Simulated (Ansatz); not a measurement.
# 2H-NbSTe bilayer (2H stacking) in a perpendicular field, part 3 of 3

Wanted: the out-of-plane response of the 2H-NbSTe bilayer (2H stacking). A positive field points along +c.

Ansatz 0.2.0; plane-wave DFT, LDA, Ansatz PAW (the session's first sound run).

So far. Step 7 (Single point, field -0.2 V/Å): The dipole is -0.166 e·Å, -0.137 e·Å from its value without field. Step 8 (Atoms held, field 0.35 V/Å): The dipole is 0.212 e·Å, 0.240 e·Å from its value without field.

## Step 9: Response, atoms held

This step: plane-wave DFT, LDA, Ansatz PAW; response to a field along the normal, atoms held (Ansatz 0.2.0).

The dipoles give the slope, and the difference of two potentials shows where the field is screened.

Numbers from this step:

```
equivalent conductor thickness p/(ε₀AE) : 12.07 Å
distance between the outer atoms        : 9.749 Å
```

The dipole of the cell by applied field:

```
applied field (V/Å)  dipole of the cell (e·Å)
             -0.200                    -0.166
             -0.100                   -0.0974
              0.000                   -0.0288
              0.100                    0.0398
              0.200                     0.109
              0.350                     0.212
```

Local field over the applied field, running mean. From the potentials at -0.1 and 0.1 V/Å; running mean over 2.5 Å. Local field over applied field against z:

z (Å), local field over applied field and a bar from the least value:
```
        5      0.992 ##############################
        6      0.937 ############################
        7      0.719 ######################
        8      0.379 ############
        9      0.102 ###
       10      0.030 #
       11      0.017 #
       12      0.000 
       13     -0.005 
       14     -0.011 
       15     -0.009 
       16     -0.003 
       17      0.011 #
       18      0.049 ##
       19      0.245 ########
       20      0.597 ##################
       21      0.895 ###########################
       22      0.988 ##############################
       23      0.999 ##############################
```

Electrons, planar mean, per unit field. Table of induced electron density by z:

z (Å), induced electron density (e/Å³ per V/Å) and a bar from the least value:
```
      4.5    0.00001 ################
      5.0    0.00004 ################
      5.5    0.00011 #################
      6.0    0.00031 ##################
      6.5    0.00081 ####################
      7.0    0.00181 ########################
      7.5    0.00307 ##############################
      8.0    0.00285 #############################
      8.5    0.00097 #####################
      9.0    0.00087 ####################
      9.5    0.00043 ##################
     10.0   -0.00071 #############
     10.5   -0.00048 ##############
     11.0    0.00144 #######################
     11.5   -0.00044 ##############
     12.0   -0.00008 ################
     12.5    0.00018 #################
     13.0    0.00003 ################
     13.5    0.00000 ################
     14.0    0.00002 ################
     14.5    0.00001 ################
     15.0   -0.00009 ################
     15.5   -0.00005 ################
     16.0    0.00011 #################
     16.5   -0.00009 ################
     17.0   -0.00026 ###############
     17.5   -0.00023 ###############
     18.0    0.00029 ##################
     18.5   -0.00074 #############
     19.0   -0.00133 ##########
     19.5   -0.00364 
     20.0   -0.00303 ###
     20.5   -0.00144 ##########
     21.0   -0.00053 ##############
     21.5   -0.00017 ################
     22.0   -0.00005 ################
     22.5   -0.00001 ################
     23.0    0.00000 ################
     23.5    0.00000 ################
```

By hand: between -0.1 and 0.1 V/Å the dipole changes by 0.1372 e·Å, a slope of 0.6862 e·Å²/V. A perfect conductor of thickness t has p = ε₀AEt, so t = 180.95 × 0.6862 / 10.291 = 12.07 Å (e/ε₀ = 180.95 V·Å, A in Å²).

The induced dipole is that of a conductor 12.07 Å thick.

## Step 10: Varying the input

This step: plane-wave DFT, LDA, Ansatz PAW, but for the change named below (Ansatz 0.2.0).

A run with a changed input: it repeats the earlier run at 0.1 V/Å with magnetization to spin_polarized: true and scf.lower_state_search to off.

input.yaml

```yaml
crystal:
  lattice:
    - [3.4471950016, 0.0, 0.0]
    - [-1.7235975008, 2.9853584432, 0.0]
    - [0.0, 0.0, 27.7485926967]
  atoms:
    - { symbol: Te, position: [0.3333333333, 0.6666666667, 0.3243407728], spin: 3.0 }
    - { symbol: Nb, position: [0.0, 0.0, 0.3941405578], spin: 2.0 }
    - { symbol: S, position: [0.3333333333, 0.6666666667, 0.4450349611], spin: 2.0 }
    - { symbol: Te, position: [0.0, 0.0, 0.5551427194], spin: 2.0 }
    - { symbol: Nb, position: [0.3333333333, 0.6666666667, 0.625526069], spin: 2.0 }
    - { symbol: S, position: [0.0, 0.0, 0.6756592272], spin: 1.0 }
kpoints:
  mp_grid: { grid: [18, 18, 1] }
  band_path:
    path: [[0, 0, 0], [0.5, 0, 0], [0.33333333, 0.33333333, 0], [0, 0, 0]]
    npoints: 16
hamiltonian:
  xc: lda
scf:
  occupations: { method: fermi_dirac, width: 0.05 }
  convergence: { dr2_threshold: 1.0e-10 }
  lower_state_search: "off"
efield:
  axis: 3
  dipole_correction: true
  ramp_position: 0.97
  ramp_width: 0.06
  amplitude: 0.1
output:
  write_potential: true
  write_density: true
  volumetric_format: npy
magnetization:
  spin_polarized: true
```

Started as:

```bash
> ansatz run input.yaml --threads 4 --pin off --max-ram 6144MiB --backend cpu --events-out ev --progress --plain --runs-dir out
```

Numbers of over 12 decimals in the logs are rounded to 6 here.

Log:

```text
[...]
Crystal: 6 atoms, lattice volume = 285.564 Å³
Basis set: ecut = 420 eV, 5565 PW (Γ)
Bands: 50, of which v1, the nominal top of the filled ones, is band 35 counted from 1 (34 counted from 0)
Symmetry: 6 space group operations
k-points: 37 of 324 (time reversal used)
[...]
Starting moments: Σ|m| = 12 μB on 6 of 6 sites
[...]
SCF iter   1: F=—  HF=-24282.284432 eV  |F-HF|=—  |Δ(HF+E_count)|=         —  Δρ=7.35e-2 (↑7.35e-2 ↓6.68e-2)  dr2=8.07e0  dr2_m=1.18e1  M=1.742 μB ∫|m|=1.784 μB  β_m=0.30  ethr=3.10e-3  p=0.070 e·Å  D=4.40e-2 V/Å  ΔV_dip=-1.22 eV  dr2_dipole=2.47e-1  V_vac-E_F(+/−)=6.65/5.32 eV  ⟨swp⟩=13.4  Hψ=20921  notcnv=0  defer=24
[...]
SCF iter   7: F=—  HF=-24283.095654 eV  |F-HF|=—  |Δ(HF+E_count)|=   5.58e-2  Δρ=8.70e-3 (↑8.70e-3 ↓8.67e-3)  dr2=2.57e-4  dr2_m=1.97e-1  M=1.173 μB ∫|m|=1.185 μB  β_m=0.54  ethr=3.96e-6  p=0.040 e·Å  D=2.53e-2 V/Å  ΔV_dip=-0.70 eV  dr2_dipole=7.24e-6  V_vac-E_F(+/−)=6.33/4.48 eV  ⟨swp⟩=2.6  Hψ=6174  notcnv=0  defer=423
[...]
spin-set hold released at iteration 7 (site moments contracting): the magnetisation degrees of freedom join the quasi-Newton model from the next iteration; the mixer history was flushed
SCF iter   8: F=—  HF=-24283.139709 eV  |F-HF|=—  |Δ(HF+E_count)|=   4.41e-2  Δρ=4.47e-3 (↑4.47e-3 ↓4.44e-3)  dr2=1.72e-3  dr2_m=5.19e-2  M=1.016 μB ∫|m|=1.027 μB  β_m=0.48  ethr=3.66e-7  p=0.040 e·Å  D=2.54e-2 V/Å  ΔV_dip=-0.70 eV  dr2_dipole=5.53e-4  V_vac-E_F(+/−)=6.34/4.50 eV  ⟨swp⟩=3.0  Hψ=6774  notcnv=0  defer=423
density mixer auto → msr1: a metal under ldos (density of states about μ 1.06 of a free-electron gas's, 48 screened modes)
SCF iter   9: F=—  HF=-24283.167089 eV  |F-HF|=—  |Δ(HF+E_count)|=   2.74e-2  Δρ=1.15e-3 (↑1.15e-3 ↓1.11e-3)  dr2=1.39e-3  dr2_m=3.34e-3  M=0.728 μB ∫|m|=0.739 μB  β_m=0.74  ethr=3.66e-7  p=0.040 e·Å  D=2.54e-2 V/Å  ΔV_dip=-0.70 eV  dr2_dipole=5.02e-4  V_vac-E_F(+/−)=6.35/4.50 eV  ⟨swp⟩=3.0  Hψ=6858  notcnv=0  defer=423
[...]
SCF iter  24: F=-24283.182024 eV  HF=-24283.182024 eV  |F-HF|=3.64e-12  |Δ(HF+E_count)|=  2.55e-11  Δρ=1.40e-8 (↑1.28e-8 ↓1.40e-8)  dr2=4.54e-12  dr2_m=2.34e-14  M=0.000 μB ∫|m|=0.000 μB  ethr=1.00e-12  p=0.040 e·Å  D=2.52e-2 V/Å  ΔV_dip=-0.70 eV  dr2_dipole=3.96e-14  V_vac-E_F(+/−)=6.36/4.51 eV  ⟨swp⟩=1.1  Hψ=7404  notcnv=0
[...]
SCF 1 converged in 24 iterations: F = -24283.182024 eV  dr2 = 4.54e-12
[...]
SCF converged after 24 iterations
Magnetization: 0.0000 μB (35.0000 up, 35.0000 down)
Absolute magnetization: 0.0000 μB (∫|ρ↑−ρ↓|, with the PAW one-centre terms)
[...]
Per-site moments (μB) at R_I (Å): [(-4.429313512301576e-8, 1.145564), (-3.5378642929992787e-7, 1.006660), (-5.887413453066321e-8, 1.006660), (3.068396044563971e-8, 1.150233), (3.678485050362559e-7, 1.001643), (8.308351596169582e-8, 1.001643)]
Free energy (F): -24283.182024 eV
[...]
Internal energy: -24283.116956 eV  (E = F + TS)
E sigma→0 (E₀):  -24283.149490 eV
Entropy (-TS):   -0.065068 eV (-10.845 meV/atom)
Fermi energy:    2.164052 eV
Dipole field:    D = 0.025237 V/Å  (p = 0.039827 e·Å, saw-weighted, corrected)
Work function:   not extracted (applied field tilts the vacuum); planar V_es + V_field profile in the machine report
[...]
--- Band table (eV; the first three rows and the last of 74) ---
  k-point 0 ↑: bands = [... 31 lower, 1.7553, 1.7938, 1.7938, 3.0051, 3.3564, 5.0970, 5.0970, 5.1960, ... 11 higher]
  k-point 1 ↑: bands = [... 31 lower, 1.7138, 1.7158, 1.7529, 2.9799, 3.2617, 5.0804, 5.1360, 5.1426, ... 11 higher]
  k-point 2 ↑: bands = [... 31 lower, 1.4989, 1.6168, 1.6557, 2.8751, 2.9899, 4.8716, 4.9305, 5.1718, ... 11 higher]
  k-point 36 ↓: bands = [... 31 lower, -0.6074, 0.5421, 0.6691, 2.3171, 2.4125, 3.8452, 3.8870, 4.8511, ... 11 higher]
```

Wall time 49 s (4 threads of Intel Xeon Platinum 8488C (Sapphire Rapids), shared host); peak memory 1.5 GiB.

This step gave:

- energy at zero smearing: -24283.1495 eV
- dipole along the normal: 0.03983 e·Å

Deep bands are left out, so band numbers here count from the lowest band kept and differ from the log's. Electronic bands along the path, in eV, zero at the Fermi level; # counts the bands kept:

```
  point  up #11  up #12  up #13  up #14  down #11  down #12  down #13  down #14
      Γ   -0.37   -0.37    0.84    1.19     -0.37     -0.37      0.84      1.19
halfway   -0.67   -0.65   -0.13    0.02     -0.67     -0.65     -0.13      0.02
      M   -0.49   -0.36   -0.36   -0.24     -0.49     -0.36     -0.36     -0.24
halfway   -1.59   -1.43    0.06    0.14     -1.59     -1.43      0.06      0.14
      K   -1.62   -1.50    0.15    0.25     -1.62     -1.50      0.15      0.25
halfway   -1.11   -0.99   -0.01    0.05     -1.11     -0.99     -0.01      0.05
      Γ   -0.37   -0.37    0.84    1.19     -0.37     -0.37      0.84      1.19
```

```
                     quantity  this run  earlier run  difference
dipole along the normal (e·Å)   0.03983      0.03982      2.6e-6
```

The dipole moves by under 0.5 % or 5e-5 e·Å. The run took 24 SCF cycles against 15.

Of the bands kept, 4 cross the Fermi level on this path, both spins counted.

## Step 11: The same run with other settings

This step: plane-wave DFT, LDA, Ansatz PAW (Ansatz 0.2.0).

Another changed input: it repeats the earlier run at 0.1 V/Å with scf.occupations.method from fermi_dirac to cold and scf.occupations.width from 0.05 to 0.001.

input.yaml, the sections that differ from step 10:

```yaml
crystal:
  lattice:
    - [3.4471950016, 0.0, 0.0]
    - [-1.7235975008, 2.9853584432, 0.0]
    - [0.0, 0.0, 27.7485926967]
  atoms:
    - { symbol: Te, position: [0.3333333333, 0.6666666667, 0.3243407728] }
    - { symbol: Nb, position: [0.0, 0.0, 0.3941405578] }
    - { symbol: S, position: [0.3333333333, 0.6666666667, 0.4450349611] }
    - { symbol: Te, position: [0.0, 0.0, 0.5551427194] }
    - { symbol: Nb, position: [0.3333333333, 0.6666666667, 0.625526069] }
    - { symbol: S, position: [0.0, 0.0, 0.6756592272] }
scf:
  occupations: { method: cold, width: 0.001 }
  convergence: { dr2_threshold: 1.0e-10 }
# kpoints, hamiltonian, efield, output: as in step 10
# magnetization: removed
```

Log:

```text
[...]
Crystal: 6 atoms, lattice volume = 285.564 Å³
Basis set: ecut = 420 eV, 5565 PW (Γ)
Bands: 42, of which v1, the nominal top of the filled ones, is band 35 counted from 1 (34 counted from 0)
Symmetry: 6 space group operations
[...]
k-points: 37 of 324 (time reversal used)
[...]
SCF iter   1: F=—  HF=-24285.550957 eV  |F-HF|=—  |Δ(HF+E_count)|=         —  Δρ=4.27e-2  dr2=8.35e0  ethr=3.10e-3  p=0.070 e·Å  D=4.40e-2 V/Å  ΔV_dip=-1.22 eV  dr2_dipole=5.92e-2  V_vac-E_F(+/−)=6.83/5.51 eV  ⟨swp⟩=8.5  Hψ=6884  notcnv=0
[...]
SCF iter  20: F=-24283.145702 eV  HF=-24283.145702 eV  |F-HF|=6.55e-11  |Δ(HF+E_count)|=  5.75e-10  S|Δr|=    0.00e0  Δρ=9.99e-8  dr2=5.05e-11  ethr=1.00e-12  p=0.040 e·Å  D=2.55e-2 V/Å  ΔV_dip=-0.71 eV  dr2_dipole=9.47e-12  V_vac-E_F(+/−)=6.36/4.52 eV  ⟨swp⟩=12.9  Hψ=5153  notcnv=0
SCF 1 converged in 20 iterations: F = -24283.145702 eV  dr2 = 5.05e-11
[...]
SCF converged after 20 iterations
Stability not checked: this state was not tested for a lower state beside it, because cold or Methfessel-Paxton smearing, or corrected tetrahedra, fill the levels in a way that the test cannot read (fill_not_monotonic; see scf.lower_state_search)
Free energy (F): -24283.145702 eV
[...]
Internal energy: -24283.145697 eV  (E = F + TS)
E sigma→0 (E₀):  -24283.145700 eV
Entropy (-TS):   -0.000004 eV (-0.001 meV/atom)
Fermi energy:    2.155296 eV
Step filling:    the computed levels leave a gap of 0.0012 eV = 1.2 smearing widths at the electron count; against every level under it full and every level over it empty, smearing changes F+E_penalty+E_count by +1.14e-3 meV and its σ→0 estimate by +2.57e-3 meV
Dipole field:    D = 0.025523 V/Å  (p = 0.040279 e·Å, saw-weighted, corrected)
Work function:   not extracted (applied field tilts the vacuum); planar V_es + V_field profile in the machine report
[...]
--- Band table (eV; the first three rows and the last of 37) ---
  k-point 0: bands = [... 31 lower, 1.7563, 1.7927, 1.7927, 3.0009, 3.3603, 5.1026, 5.1026, 5.1883, ... 3 higher]
  k-point 1: bands = [... 31 lower, 1.7148, 1.7149, 1.7518, 2.9756, 3.2655, 5.0859, 5.1294, 5.1478, ... 3 higher]
  k-point 2: bands = [... 31 lower, 1.4987, 1.6181, 1.6547, 2.8709, 2.9929, 4.8754, 4.9303, 5.1750, ... 3 higher]
  k-point 36: bands = [... 31 lower, -0.6072, 0.5492, 0.6673, 2.3086, 2.4105, 3.8360, 3.8915, 4.8512, ... 3 higher]
```

The job ended after 18 s (4 threads; peak memory 0.95 GiB).

This step gave:

- dipole along the normal: 0.04028 e·Å

The electronic bands at the labelled points (eV, zero at the Fermi level):

```
  point  band 31  band 32  band 33  band 34  band 35  band 36  band 37  band 38
      Γ    -0.40    -0.40    -0.36    -0.36     0.85     1.21     2.95     2.95
halfway    -1.53    -1.18    -0.65    -0.64    -0.12     0.02     1.92     2.19
      M    -1.61    -1.47    -0.48    -0.35    -0.34    -0.24     2.47     2.47
halfway    -2.17    -1.94    -1.57    -1.42     0.07     0.14     2.09     2.15
      K    -2.88    -2.76    -1.61    -1.49     0.15     0.26     1.68     1.74
halfway    -1.57    -1.40    -1.10    -0.98     0.00     0.05     1.69     1.98
      Γ    -0.40    -0.40    -0.36    -0.36     0.85     1.21     2.95     2.95
```

```
                     quantity  this run  earlier run  difference
dipole along the normal (e·Å)   0.04028      0.03982      4.5e-4
```

It moves by +0.000454 e·Å.

Of the bands kept, 2 cross the Fermi level on this path.

## Step 12: What came out

| Property | Result |
| --- | --- |
| gap without field | none |
| work function, upper face | 5.70 eV |
| step between the vacuum levels | 0.507 eV |
| equivalent conductor thickness, atoms held | 12.1 Å |

In words: The induced dipole equals that of a perfect conductor 12.07 Å thick, while the outer atoms lie 9.75 Å apart. The two faces differ: the vacuum level above lies 0.51 eV higher than the one below. There is no gap over 0.03 eV, with or without the field. The first relaxation ran with spin and lost its moment, and the later runs have none; other magnetic states were not tried. Spin-orbit coupling is left out, which matters for the bands of elements this heavy.

[Logs are printed without paths, hosts, clocks, repeated set-up lines and the standing remarks that a program may print on its own settings, such as how far it seeks lower states.]

[Hosts, paths, dates, database ids (printed as entryN), source tags and the programs' standing remarks are cut or masked in the printed files.]

[Maps of the electrostatic potential energy from Ansatz leave out the sawtooth potential of an applied field or a dipole correction, so their vacuum need not be flat; planar profiles and work functions include it.]
